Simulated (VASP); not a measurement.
# SnSe2 (P-3m1) in VASP: a series of runs, part 2 of 2

VASP 6.6.1.

**5. Single point, HSE06**

The input, POSCAR:

```
SnSe2
1.0
    3.8110000000      0.0000000000      0.0000000000
   -1.9055000000      3.3004228138      0.0000000000
    0.0000000000      0.0000000000      6.1360000000
Sn Se
1 2
Direct
    0.0000000000      0.0000000000      0.0000000000
    0.6666666667      0.3333333333      0.7510000000
    0.3333333333      0.6666666667      0.2490000000
```

The input, INCAR.step1:

```
SYSTEM = SnSe2
  ALGO = Normal
  EDIFF = 1E-5
  ENCUT = 400
  GGA = PE
  ISIF = 2
  ISMEAR = 0
  LASPH = .TRUE.
  LCHARG = .FALSE.
  LREAL = .FALSE.
  LWAVE = .TRUE.
  NBANDS = 21
  NELM = 100
  NKRED = 1
  PREC = Accurate
  SIGMA = 0.01
```

The input, INCAR.step2:

```
SYSTEM = SnSe2
  ALGO = Normal
  EDIFF = 1E-6
  ENCUT = 400
  GGA = PE
  HFSCREEN = 0.2
  ISIF = 2
  ISMEAR = 0
  ISTART = 1
  LASPH = .TRUE.
  LCHARG = .FALSE.
  LHFCALC = .TRUE.
  LREAL = .FALSE.
  LWAVE = .FALSE.
  NBANDS = 21
  NELM = 100
  NKRED = 1
  PREC = Accurate
  PRECFOCK = Fast
  SIGMA = 0.01
```

The input, KPOINTS:

```
k-points
0
G
  5 5 3
  0 0 0
```

Potentials or basis: VASP PAW PBE potentials, release 64 (Sn_d, Se).

The run is started by

```sh
> cat potpaw_PBE.64/Sn_d/POTCAR potpaw_PBE.64/Se/POTCAR > POTCAR
> cp INCAR.step1 INCAR
> mpirun -np 1 vasp_std > vasp.out
> cp INCAR.step2 INCAR
> mpirun -np 1 vasp_std > vasp.out
```

OUTCAR:

```text
SYSTEM = SnSe2
   EDIFF = 1E-6
   ENCUT = 400
   GGA = PE
   HFSCREEN = 0.2
   ISIF = 2
   ISMEAR = 0
   ISTART = 1
   LASPH = .TRUE.
   LHFCALC = .TRUE.
   LREAL = .FALSE.
   NELM = 100
   NKRED = 1
   PREC = Accurate
   PRECFOCK = Fast

 Found     12 irreducible k-points:

 Following reciprocal coordinates:
            Coordinates               Weight
  0.000000  0.000000  0.000000      1.000000
  0.200000 -0.000000  0.000000      6.000000
  0.400000 -0.000000  0.000000      6.000000
  0.200000  0.200000  0.000000      6.000000
  0.400000  0.200000  0.000000      6.000000
  0.000000  0.000000  0.333333      2.000000
   k-points           NKPTS =     12   k-points in BZ     NKDIM =     75   number of bands    NBANDS=     21
   number of dos      NEDOS =    301   number of ions     NIONS =      3
   total plane-waves  NPLWV =  31360
   dimension x,y,z NGX =    28 NGY =   28 NGZ =   40
   dimension x,y,z NGXF=    56 NGYF=   56 NGZF=   80
   ions per type =               1   2
   NGX,Y,Z   is equivalent  to a cutoff of  12.21, 12.21, 10.84 a.u.
   NGXF,Y,Z  is equivalent  to a cutoff of  24.43, 24.43, 21.67 a.u.
 SYSTEM =  SnSe2
[... 64 lines left out ...]

  energy without entropy =      -14.55049945  energy(sigma->0) =      -14.55049945

 E-fermi :   3.6915     XC(G=0):  -7.8430

 val. band max:        3.5771514982   @ k =   0.0000   0.0000   0.0000
 cond. band min:       5.1250932093   @ k =   0.0000   0.4000   0.3333
 fundamental gap:      1.5479417111
 Fermi energy:         3.6914757023

 k-point     1 :       0.0000    0.0000    0.0000
  band No.  band energies     occupation
      1     -19.7104      2.00000
      2     -19.7104      2.00000
      3     -19.6542      2.00000
      4     -19.6384      2.00000
      5     -19.6384      2.00000
      6     -11.7123      2.00000
[... 133 lines left out ...]
     20      13.1195      0.00000
     21      13.5471      0.00000

 [... further k-points ...]

------------------------ aborting loop because EDIFF is reached ----------------------------------------

  FORCE on cell =-STRESS in cart. coord.  units (eV):
  Direction    XX          YY          ZZ          XY          YZ          ZX
  --------------------------------------------------------------------------------------
  -------------------------------------------------------------------------------------
  Total        1.0762356      1.0762356      1.7028776      0.0000000      0.0000000      0.0000000
  in kB       22.3421035     22.3421035     35.3508720      0.0000000      0.0000000      0.0000000
  external PRESSURE =      26.6783596 kB  Pullay stress =       0.0000000 kB

 VOLUME and BASIS-vectors are now :
 -----------------------------------------------------------------------------
  energy-cutoff  :      400.00
  volume of cell :       77.18
      direct lattice vectors                 reciprocal lattice vectors
     3.811000000  0.000000000  0.000000000     0.262398321  0.151495741  0.000000000
    -1.905500000  3.300422814  0.000000000     0.000000000  0.302991482  0.000000000
     0.000000000  0.000000000  6.136000000     0.000000000  0.000000000  0.162972621

 POSITION                                       TOTAL-FORCE (eV/Angst)
 -----------------------------------------------------------------------------------
      0.00000      0.00000      0.00000         0.000000      0.000000      0.000000
      1.90550      1.10014      4.60814        -0.000000      0.000000     -0.285752
     -0.00000      2.20028      1.52786         0.000000     -0.000000      0.285752
 -----------------------------------------------------------------------------------
    total drift:                               -0.000001      0.000001      0.000005

  FREE ENERGIE OF THE ION-ELECTRON SYSTEM (eV)
  ---------------------------------------------------
  free  energy   TOTEN  =       -14.5504994474 eV

  energy  without entropy=      -14.5504994474  energy(sigma->0) =      -14.55049945
```

OUTCAR.step1:

```text
SYSTEM = SnSe2
   EDIFF = 1E-5
   ENCUT = 400
   GGA = PE
   ISIF = 2
[... 259 lines left out ...]
      0.00000      0.00000      0.00000        -0.000000      0.000000      0.000000
      1.90550      1.10014      4.60814         0.000000      0.000000     -0.760131
     -0.00000      2.20028      1.52786        -0.000000     -0.000000      0.760131
 -----------------------------------------------------------------------------------
    total drift:                                0.000000      0.000000      0.000000

  FREE ENERGIE OF THE ION-ELECTRON SYSTEM (eV)
  ---------------------------------------------------
  free  energy   TOTEN  =       -11.7115245397 eV

  energy  without entropy=      -11.7115245397  energy(sigma->0) =      -11.71152454
```

OSZICAR.step1:

```text
N       E                     dE             d eps       ncg     rms          rms(c)
DAV:   1     0.179534556008E+03    0.17953E+03   -0.10447E+04   514   0.116E+03
DAV:   2     0.830696014251E+01   -0.17123E+03   -0.16440E+03   553   0.325E+02
DAV:   3    -0.113975734184E+02   -0.19705E+02   -0.19446E+02   629   0.101E+02
DAV:   4    -0.119786783229E+02   -0.58110E+00   -0.58044E+00   589   0.187E+01
DAV:   5    -0.119931041836E+02   -0.14426E-01   -0.14424E-01   690   0.303E+00    0.524E+00
DAV:   6    -0.117322612842E+02    0.26084E+00   -0.47218E-01   762   0.714E+00    0.337E+00
DAV:   7    -0.117110789605E+02    0.21182E-01   -0.16946E-01   603   0.254E+00    0.104E+00
DAV:   8    -0.117109436236E+02    0.13534E-03   -0.13292E-02   674   0.112E+00    0.292E-01
DAV:   9    -0.117114807590E+02   -0.53714E-03   -0.15356E-03   569   0.284E-01    0.884E-02
DAV:  10    -0.117114897980E+02   -0.90390E-05   -0.11223E-04   636   0.685E-02    0.337E-02
DAV:  11    -0.117115238653E+02   -0.34067E-04   -0.42066E-05   554   0.348E-02    0.718E-03
DAV:  12    -0.117115245397E+02   -0.67439E-06   -0.20306E-06   422   0.994E-03
   1 F= -.11711525E+02 E0= -.11711525E+02  d E =-.107849E-75
```

Wall time 9 min (1 thread of Intel Xeon Platinum 8488C (Sapphire Rapids), shared host); peak memory 0.28 GiB.

The run converged, but some of its settings lie outside the range that counts as converged, so its numbers aren't taken as properties of the crystal.

Results:

- Free energy: -14.5505 eV
- Pressure: 2.7 GPa
- Largest force: 0.286 eV/Å
- Band gap on the k mesh: 1.55 eV, indirect (least direct gap 1.93 eV)

Caveat: the PAW data sets were made with another functional, which shifts forces and pressure a little; spin-orbit coupling is left out, which moves the levels of the heavy elements; an odd mesh through Γ misses points on the zone boundary, where band edges often lie; this functional lacks dispersion, which binds the layers, so the pressure and a relaxed spacing across them are unreliable.
